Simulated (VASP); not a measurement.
Write the native input for VASP 6.6.1 that does the following.

| Quantity | Value |
| --- | --- |
| Task | relaxation of cell and atoms |
| Functional | RPBE |
| Potentials or basis | VASP PAW PBE potentials, release 64 (Os) |
| Cutoff | 600 eV |
| k mesh | 18 × 18 × 10 |
| Occupations | gaussian, width 0.1 eV |
| Spin | no spin polarisation |
| Further INCAR settings | ALGO = Fast; EDIFF = 1e-07; IBRION = 2; EDIFFG = -0.005; NSW = 90; ISIF = 3 |

The structure of Os lies in POSCAR:

```
Os
1.0
    2.7461342300      0.0000000000      0.0000000000
   -1.3730671200      2.3782220100      0.0000000000
    0.0000000000      0.0000000000      4.3263142200
Os
2
Direct
    0.3333333300      0.6666666700      0.2500000000
    0.6666666700      0.3333333300      0.7500000000
```

These files were run (other wordings do the same):

INCAR

```
SYSTEM = Os
ALGO     = Fast           ! electronic algorithm
EDIFF    = 1E-7           ! SCF threshold, eV
EDIFFG   = -0.005         ! ionic threshold
ENCUT    = 600            ! plane-wave cutoff, eV
GGA      = RP             ! functional
IBRION   = 2              ! ionic algorithm
ISIF     = 3              ! what is computed and relaxed
ISMEAR   = 0              ! smearing method
LASPH    = .True.         ! aspherical terms in the spheres
LCHARG   = .False.        ! write CHGCAR
LREAL    = .False.        ! projectors in reciprocal space
LWAVE    = .False.        ! write WAVECAR
NELM     = 60             ! most SCF steps
NSW      = 90             ! ionic steps
PREC     = Accurate       ! precision mode
SIGMA    = 0.1            ! smearing width, eV
```

KPOINTS

```
k-points
0
Gamma
  18 18 10
  0 0 0
```

Potentials or basis: VASP PAW PBE potentials, release 64 (Os).

Command:

```sh
$ cat potpaw_PBE.64/Os/POTCAR > POTCAR
$ mpirun -np 1 vasp_std > vasp.out
```

Results of the run:

```
Relaxed volume                         : 14.41 Å³/atom
Relaxed cell                           : a = 2.762 Å, b = 2.762 Å, c = 4.363 Å, α = 90.00°, β = 90.00°, γ = 120.00°
Space group after relaxing (to 0.05 Å) : P6_3/mmc (No. 194)
Energy gained by relaxing              : 7.3 meV/atom
Ionic steps                            : 9
Pressure after relaxing                : 0.0 GPa
Band gap on the k mesh                 : none (metal or under the smearing width)
```

Caveat: the PAW data sets were made with another functional, which shifts forces and pressure a little.

Run time: 5.3 min on 1 thread of Intel(R) Xeon(R) Platinum 8488C (Sapphire Rapids) (shared host), peak memory 0.23 GiB.
